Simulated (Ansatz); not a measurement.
**What moves the field gradients of B6As?**

Cell of run 1: a computed structure from the Materials Project (it need not be an observed phase), atoms as given.

```cif
data_B6As
_symmetry_space_group_name_H-M 'R-3m:H'
_symmetry_Int_Tables_number 166
_cell_length_a 6.1368
_cell_length_b 6.1368
_cell_length_c 11.8948
_cell_angle_alpha 90.000
_cell_angle_beta 90.000
_cell_angle_gamma 120.000
loop_
_atom_site_label
_atom_site_type_symbol
_atom_site_symmetry_multiplicity
_atom_site_Wyckoff_symbol
_atom_site_fract_x
_atom_site_fract_y
_atom_site_fract_z
B1 B 18 h 0.8968 0.7936 0.1185
B3 B 18 h 0.1831 0.8169 0.6387
As As 6 c 0.0000 0.0000 0.6006
```

One atom of each set is listed; the run and its k-mesh use a cell of 14 atoms with edges of 5.32, 5.32, 5.32 Å.

All runs are DFT with Ansatz 0.2.0 (plane waves and PAW, scalar-relativistic unless spin–orbit coupling is named, Γ-centred meshes, Fermi–Dirac smearing where given) in this cell.

Run 1: PBE, gradients read without the response of the cores, atoms as given; 420 eV, 6×6×6 k-points, smearing 0.05 eV.
Run 2: r2SCAN, gradients read without the response of the cores, atoms as given; 500 eV, 6×6×6 k-points, smearing 0.05 eV.
Run 3: PBEsol, gradients read without the response of the cores, atoms as given; 420 eV, 6×6×6 k-points, smearing 0.05 eV; the PAW files are those made for PBE.

Problem. What does each run give, and what moves the gradients most?

Solution. 

```json
{"run": "1", "B1 V_zz (η)": "-1.30 (0.25)", "B3 V_zz (η)": "0.30 (0.62)", "As V_zz (η)": "17.92 (0.00)"}
{"run": "2", "B1 V_zz (η)": "-1.33 (0.25)", "B3 V_zz (η)": "0.33 (0.60)", "As V_zz (η)": "18.62 (0.00)"}
{"run": "3", "B1 V_zz (η)": "-1.29 (0.25)", "B3 V_zz (η)": "0.30 (0.60)", "As V_zz (η)": "18.22 (0.00)"}
```

V_zz in 10²¹ V/m². Against run 1, the gradient tensors on these sites move by at most 0.70 in run 2 (As), 0.30 in run 3 (As).
